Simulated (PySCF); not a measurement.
From one molecule to another.

First species: C₅H₆N (charge +1).
SMILES: `C1=CC=[NH+]C=C1`

Second species: C₆H₇NS.
Structure used (GFN2-xTB), in Å, numbered top down from 1:
```xyz
15
C6H7NS angstrom
C      2.2047   -0.8281    0.5824
C      2.8599    0.1373   -0.1099
S      1.7341    1.2219   -0.8320
C      0.4398    0.2634   -0.1225
C     -0.9550    0.6322   -0.3316
C     -1.9869   -0.4630   -0.4533
C     -1.9482    0.3753    0.7757
N      0.8552   -0.7410    0.5641
H      2.6668   -1.6316    1.1271
H      3.9131    0.2782   -0.2406
H     -1.0883    1.5213   -0.9339
H     -2.7888   -0.3196   -1.1612
H     -1.6264   -1.4766   -0.3810
H     -1.5625   -0.0728    1.6776
H     -2.7220    1.1109    0.9323
```

Levels: PBE0/def2-SVPD for HOMO energy, LUMO energy, HOMO–LUMO gap, static isotropic polarisability and electronic spatial extent ⟨r²⟩ about the centre of nuclear charge; TDDFT PBE0/def2-SVPD for lowest singlet excitation; TDA PBE0/def2-SVPD for lowest triplet excitation (Tamm–Dancoff); GFN2-xTB for rotational constant A and rotational constant C. Geometries: GFN2-xTB. All species are isolated and taken at one optimised geometry, non-relativistic unless stated; the electronic structure was computed with PySCF and density fitting.

Dipoles, sizes and rotational constants follow the conformer. The torsions of the flexible species, by atom-mapped SMILES:
- `[cH:1]1[cH:2][s:3][c:4]([CH:5]2[CH2:6][CH2:7]2)[n:8]1`: S3–C4–C5–C6 145°

| property | column X | column Y |
| --- | --- | --- |
| HOMO energy | -6.71 eV | -13.46 eV |
| LUMO energy | -0.66 eV | -7.04 eV |
| HOMO–LUMO gap | 6.05 eV | 6.42 eV |
| lowest singlet excitation | 5.33 eV | 5.61 eV |
| lowest triplet excitation (Tamm–Dancoff) | 3.65 eV | 4.08 eV |
| static isotropic polarisability | 91.9 au | 55.3 au |
| electronic spatial extent ⟨r²⟩ about the centre of nuclear charge | 1120 bohr² | 429 bohr² |
| rotational constant A | 4.190 GHz | 5.904 GHz |
| rotational constant C | 1.062 GHz | 2.896 GHz |

Task: Which column belongs to which species?

Result: Column X is the second species and column Y the first. The first has 12 atoms and 42 electrons, the second 15 and 66; their charges are +1 and 0, their HOMO energies -13.46 eV and -6.71 eV.

Task: How does each property change from the first species to the second?

Result: HOMO energy +6.75 eV; LUMO energy +6.38 eV; HOMO–LUMO gap -0.37 eV; lowest singlet excitation -0.28 eV; lowest triplet excitation (Tamm–Dancoff) -0.43 eV; static isotropic polarisability +36.6 au; electronic spatial extent ⟨r²⟩ about the centre of nuclear charge +691 bohr²; rotational constant A -1.714 GHz; rotational constant C -1.834 GHz.

On the first: The vertical singlet–triplet gap S1 − T1 is 1.53 eV (TDDFT singlet less Tamm–Dancoff triplet; S1: HOMO→LUMO, weight 0.86; T1: HOMO→LUMO, weight 0.99). The principal polarisabilities are 33.2, 65.3 and 67.4 au; their mean is the isotropic value.

On the second: The principal polarisabilities are 66.3, 90.5 and 118.9 au; their mean is the isotropic value. The polarisability is 13.62 Å³ as a volume (1 au = 0.148185 Å³), or 1.39 au for each of the 66 electrons.
